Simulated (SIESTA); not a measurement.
Ni:

```xyz
1
Lattice="0.0165 1.7573 1.7682 1.7191 0.0163 1.7685 1.7145 1.7528 0.0210" Properties=species:S:1:pos:R:3 pbc="T T T"
Ni   -0.0366   -0.0460    0.0311
```

The cell isn't the ideal one: cell strained at random at fixed volume.

Base run:

| Property | Result |
| --- | --- |
| Program | SIESTA 5.4.2 |
| Functional | PBE |
| Potentials or basis | PseudoDojo 0.4 standard (PBE files) |
| Basis | DZP (energy shift 0.003 Ry; two zetas on semicore shells) |
| Grid cutoff | 800 Ry |
| Energy shift | 0.003 Ry |
| k mesh | 13 × 13 × 13 |
| Occupations | fermi-dirac, width 0.05 eV |
| Spin | collinear spin, ferromagnetic start |
| Starting moments | [1.0] μB |

Its results: band gap on the k mesh none (metal or under the smearing width); pressure 7.5 GPa; net moment 0.63 μB per cell; site moments Ni +0.63 μB.

Problem. The run is repeated on the same cell with these changes: functional from PBE to PBEsol; potentials or basis from PseudoDojo 0.4 standard (PBE files) to PseudoDojo 0.4 standard (PBEsol files). What comes out?

Solution. Band gap on the k mesh none (metal or under the smearing width); pressure -2.8 GPa; net moment 0.63 μB per cell; site moments Ni +0.63 μB.

Caveats: short orbitals over semicore shells can move pressures by several GPa; the basis of atomic orbitals isn't converged, which shifts pressures, moduli and gaps.
